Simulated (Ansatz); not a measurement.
CsBr:
```
CsBr
1.0
    4.24215     0.00000     0.00000
    0.00000     4.24215     0.00000
    0.00000     0.00000     4.24215
Cs Br
1 1
Direct
  0.00000   0.00000   0.00000
  0.50000   0.50000   0.50000
```

Relaxed with PBEsol.

Problem. Give the optical modes at the zone centre with their infrared activity from DFPT, PBEsol (plane waves, PAW; program Ansatz).

Solution. Transverse frequencies, without the LO–TO term; a row sums one degenerate level.

| ω (cm⁻¹) | degeneracy | IR ((D/Å)²/amu) | activity | symmetry |
|---|---|---|---|---|
| 69 | 3 | 2.45 | IR | T1u |

Problem. How high does the top mode go among those that the LO–TO term moves?

Solution. 109 cm⁻¹ for q along x.

Space group Pm-3m (CsCl type). The cell was relaxed with PBEsol under the symmetry of its start; of distortions, only those at the zone centre were tested. Spin–orbit coupling is left out wherever it is not named.

Potentials: the later of the program's two PAW sets.
